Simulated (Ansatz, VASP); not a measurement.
One calculation of BN, two programs

```xyz
4
Lattice="2.5060 0.0000 0.0000 -1.2530 2.1703 0.0000 0.0000 0.0000 6.5946" Properties=species:S:1:pos:R:3 pbc="T T T"
B     0.0000    1.4468    1.6486
B     1.2530    0.7234    4.9459
N     0.0000    1.4468    4.9459
N     1.2530    0.7234    1.6486
```

Alike in both runs: functional PBE; dispersion D3(BJ); k mesh 12 × 12 × 4; occupations gaussian, width 0.05 eV; no spin polarisation.

Ansatz relaxed the structure, and its values are those at the end. VASP's run is a single point on that final structure, the one shown.

|  | VASP | Ansatz |
| --- | --- | --- |
| version | VASP 6.6.1 | Ansatz 0.2.0 |
| potentials or method | VASP PAW PBE potentials, release 64 (B, N) | scalar-relativistic, plane waves, PAW |
| plane-wave cutoff (eV) | 520 | 420 |
| valence electrons in the cell | 16 | 16 |

```csv
,VASP,Ansatz,Ansatz less VASP
gap on the k mesh at the Fermi level (eV),4.26,4.27,+0.007
least direct gap on the mesh (eV),4.64,4.64,+0.003
pressure (GPa),0.2,0.1,-0.07
```

With one functional, cell and mesh, what is left measures potentials, basis and numerics.

A k mesh can miss the band edges.
